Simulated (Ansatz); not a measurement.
AlAu under changes of volume

One of the cells (16.755 Å³/atom); the others are scaled copies at fixed shape and fractional positions:

```
Au Al
1.0
     3.22394    0.00000    0.00000
     0.00000    3.22394    0.00000
     0.00000    0.00000    3.22394
Au Al
1 1
Direct
  0.50000 0.50000 0.50000
  0.00000 0.00000 0.00000
```

The cell comes from a database or a generator and needn't be the stable form of this composition.

- Program: Ansatz 0.2.0
- Functional: PBEsol
- Potentials or basis: Ansatz PAW
- Cutoff: 420 eV (not typed: the program's choice for these potentials)
- k mesh: 8 × 8 × 8
- Occupations: fermi-dirac, width 0.05 eV
- Spin: no spin polarisation

```csv
volume (Å³/atom),energy over the lowest point (meV/atom),pressure (GPa)
15.749,1.91,2.2
16.084,0.00,-0.6
16.419,3.66,-3.0
16.755,?,?
17.090,25.31,-7.0
17.425,41.69,-8.5
17.760,60.76,-9.8
```

Q: What does the run at 16.755 Å³/atom give?

A: Energy over the lowest point 12.34 meV/atom; pressure -5.2 GPa.

Worked out: A Birch-Murnaghan fit of order 3 (a polynomial in V^(-2/3)) to the other rows has its minimum at 16.02 Å³/atom with B0 = V·E''(V) = 137 GPa and B' = 7.0. It gives 12.48 meV/atom at 16.755 Å³/atom, against the run's 12.34, and -dE/dV = -5.2 GPa, against -5.2.

Energies are extrapolated to zero smearing.

Caveats: the PAW data sets come from PBE, with cores solved anew for the run's functional, which leaves a small shift of forces and pressure.
